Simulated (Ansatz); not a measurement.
## AlRu: band structure with PBE

AlRu:

```
CELL_PARAMETERS angstrom
2.99160 0.00000 0.00000
0.00000 2.99160 0.00000
0.00000 0.00000 2.99160
ATOMIC_POSITIONS crystal
Ru 0.50000 0.50000 0.50000
Al 0.00000 0.00000 0.00000
```

```yaml
Program: Ansatz 0.2.0
Task: band structure
Functional: PBE
Potentials_or_basis: Ansatz PAW
Cutoff: "420 eV (not typed: the program's choice for these potentials)"
k_mesh: 9 × 9 × 9
Occupations: fermi-dirac, width 0.05 eV
Spin: spin-orbit coupling, no magnetisation
Path: "[[\"G\", \"X\", \"M\", \"G\", \"R\", \"X\"], [\"M\", \"R\"]]"
Points_for_each_segment_of_the_path: 14
```

```yaml
Pressure: 2.6 GPa
Band_gap_on_the_k_mesh: none (metal or under the smearing width)
```

Levels at the corners of the path, in eV from the Fermi level:
```csv
point,band 16,band 17,band 18,band 19,band 20,band 21
Γ,0.16,0.16,0.16,0.37,0.37,5.95
X,-1.61,-1.49,-1.49,0.49,0.49,2.36
M,-1.20,-1.17,-1.17,-1.06,-1.06,1.59
Γ,0.16,0.16,0.16,0.37,0.37,5.95
R,1.68,1.68,1.68,2.65,2.65,3.83
X,-1.61,-1.49,-1.49,0.49,0.49,2.36
M,-1.20,-1.17,-1.17,-1.06,-1.06,1.59
R,1.68,1.68,1.68,2.65,2.65,3.83
```

It took 1.6 s on 2 threads of AMD EPYC 9R45 96-Core Processor (Zen 5) (shared host), peak memory 0.44 GiB.
